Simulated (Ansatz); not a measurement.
Phonons of CdSe

Computed with Ansatz (plane waves, PAW, 420 eV cutoff): PBEsol, scalar-relativistic, no spin polarisation, Gaussian smearing of 0.05 eV; PAW files: Ansatz's generated set soft_2.

```yaml
crystal:
  lattice:
    - [4.30255, 0.00000, 0.00000]
    - [-2.15128, 3.72612, 0.00000]
    - [0.00000, 0.00000, 7.02260]
  atoms:
    - { symbol: Cd, position: [0.66667, 0.33333, 0.99965] }
    - { symbol: Cd, position: [0.33333, 0.66667, 0.49965] }
    - { symbol: Se, position: [0.66667, 0.33333, 0.37535] }
    - { symbol: Se, position: [0.33333, 0.66667, 0.87535] }
```

The chain of runs began from a cell as deposited in COD, expanded in volume. Of that entry: the entry's cell lengths or inner coordinates differ somewhat from later room-temperature determinations.

Force constants come from finite displacements in a 2×2×1 supercell (the unit cell's 6×6×4 k-mesh, folded to it); the long-range dipole term is not included. Points in reciprocal vectors of this cell: Γ = (0.000, 0.000, 0.000), M = (0.500, 0.000, 0.000), K = (0.333, 0.333, 0.000), A = (0.000, 0.000, 0.500), L = (0.500, 0.000, 0.500), H = (0.333, 0.333, 0.500).

The supercell isn't repeated along every axis, so wave vectors with a part along such an axis can't be had from it and are left out, and thermodynamic sums miss that dispersion.

Q: Is the structure dynamically stable along this path, and where does the spectrum end?

A: Yes: no branch is imaginary beyond numerical noise. The highest frequency is 191 cm⁻¹, at M. Points that don't fit the supercell are interpolated. The crystal has a gap, so without the dipole term Γ lacks its LO–TO splitting and the top of the spectrum may be off.

Frequencies at the named points (cm⁻¹, imaginary ones negative):
| point | ω (cm⁻¹) |
| --- | --- |
| Γ | 0 0 0 33 33 121 164 169 169 171 171 184 |
| M | 33 41 50 54 112 130 167 173 174 181 183 191 |
| K | 47 47 63 71 116 116 165 165 183 183 188 191 |

Q: What does the harmonic approximation give for the vibrational free energy, entropy and heat capacity?

A: Zero-point energy 22.6 meV/atom.
```csv
T (K),F_vib (meV/atom),S (J/K per mole of atoms),C_V (J/K per mole of atoms)
100,13.9,18.8,18.9
200,-13.9,33.6,23.1
300,-54.0,43.2,24.1
400,-102.5,50.2,24.5
500,-157.4,55.6,24.6
600,-217.5,60.1,24.7
700,-281.8,63.9,24.8
800,-349.8,67.3,24.8
900,-421.1,70.2,24.8
1000,-495.2,72.8,24.9
```

The highest mode, 191 cm⁻¹, is worth 280 K. At 300 K the heat capacity has reached 97 % of the classical limit 3R = 24.9 J/K per mole of atoms, since all modes lie under k_BT.

Run time: 3.4 min on 4 threads of Arm Neoverse N1, with other jobs on the host, peak memory 2.1 GiB.

